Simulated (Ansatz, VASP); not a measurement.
# Two plane-wave programs on GaN

```
Ga N
1.0
     0.00000    2.27424    2.27424
     2.27424    0.00000    2.27424
     2.27424    2.27424    0.00000
Ga N
1 1
Direct
  0.00000 0.00000 0.00000
  0.75000 0.75000 0.75000
```

Alike in both runs: functional PBE; k mesh 10 × 10 × 10; no spin polarisation.

Ansatz relaxed the structure, and its values are those at the end. VASP's run is a single point on that final structure, the one shown.

```csv
,VASP,Ansatz
version,VASP 6.6.1,Ansatz 0.2.0
potentials or method,"VASP PAW PBE potentials, release 64 (Ga_d, N)","scalar-relativistic, plane waves, PAW"
plane-wave cutoff (eV),520,420
occupations,"gaussian, width 0.01 eV",fixed
valence electrons in the cell,18,18
```

```csv
,VASP,Ansatz,Ansatz less VASP
gap on the k mesh at the Fermi level (eV),1.55,1.54,-0.007
least direct gap on the mesh (eV),1.55,1.54,-0.007
pressure (GPa),0.0,0.0,-0.01
```
